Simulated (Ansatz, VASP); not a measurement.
## Two plane-wave programs on Cl

```
CELL_PARAMETERS angstrom
4.45178 0.00000 0.00000
-2.22589 3.85536 0.00000
0.00000 0.00000 4.00059
ATOMIC_POSITIONS crystal
Cl 0.00000 0.00000 0.00000
Cl 0.33333 0.66667 0.50000
Cl 0.66667 0.33333 0.50000
```

Alike in both runs: functional r2SCAN; k mesh 12 × 12 × 12; occupations gaussian, width 0.1 eV; no spin polarisation.

Ansatz relaxed the structure, and its values are those at the end. VASP's run is a single point on that final structure, the one shown.

```csv
,VASP,Ansatz
version,VASP 6.6.1,Ansatz 0.2.0
potentials or method,"VASP PAW PBE potentials, release 64 (Cl)","scalar-relativistic, plane waves, PAW"
plane-wave cutoff (eV),520,500
valence electrons in the cell,21,21
```

VASP gave:

```
gap on the k mesh at the Fermi level (eV) : none
pressure (GPa)                            : -0.2
```

What did Ansatz give for the same quantities?

gap on the k mesh at the Fermi level (eV): none; pressure (GPa): 0.0.

A gap of «none» marks a metal or a gap that the smearing closes.

Caveats: the PAW data sets were made with another functional, which shifts forces and pressure a little (VASP); an odd number of electrons without spin polarisation forces a metal; a magnetic or distorted state may lie lower.
